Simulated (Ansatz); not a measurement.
**KCl: a single-point run**

Aim: a sound single-point run of KCl. The structure is shown as the input types it.

Computed with Ansatz 0.2.0 (density functional or hybrid calculation with the settings of its input, plane waves (as first typed), unless a step's input says otherwise).

4 further runs of the same task are left out: 1 for a known fault of the program, 3 that didn't finish.

**1. The structure to begin with**

The structure is cubic, space group Fm-3m (No. 225). Conventional cell: a = 6.290 Å, b = 6.290 Å, c = 6.290 Å, α = 90.00°, β = 90.00°, γ = 90.00°. Around K (site symmetry m-3m) lie 6 Cl at 3.14 Å. Cl (site symmetry m-3m) has 6 K at 3.14 Å as nearest neighbours.

As a file:

```
K Cl
1.0
     0.00000    3.14485    3.14485
     3.14485    0.00000    3.14485
     3.14485    3.14485    0.00000
K Cl
1 1
Cartesian
  0.0000 0.0000 0.0000
  3.1448 3.1448 3.1448
```

**2. Running it**

input.yaml reads:

```yaml
crystal:
  lattice:
    - [0.0, 3.1448483172, 3.1448483172]
    - [3.1448483172, 0.0, 3.1448483172]
    - [3.1448483172, 3.1448483172, 0.0]
  atoms:
    - { symbol: K, position: [0.0, 0.0, 0.0] }
    - { symbol: Cl, position: [0.5, 0.5, 0.5] }
kpoints:
  mp_grid: { grid: [6, 6, 6] }
hamiltonian:
  xc: pbesol
scf:
  occupations: { method: fixed }
  n_extra_bands: 4
  convergence: { dr2_threshold: 0.01 }
  max_iter: 80
output:
  forces: true
  stress: true
  eigenvalues: true
```

Started as:

```bash
$ ansatz run input.yaml --threads 4 --pin off --max-ram 3686MiB --backend cpu --events-out ev --progress --plain --runs-dir out
```

Q: Will this input give a usable result? If not, why, and what should change?

The run converged and reported no error, with warnings (force scf threshold loose, stress scf threshold loose). Its log warns: «scf.convergence.dr2_threshold = 1e-2 eV is looser than this run's default, which is 1e-7 eV or tighter. The error in the forces grows as the threshold's square root ...»

The threshold asked is loose, but the program put off the close and ended at dr2 = 1.9e-9, so little accuracy was lost here.

The test: delete scf.convergence.dr2_threshold (the default then holds).
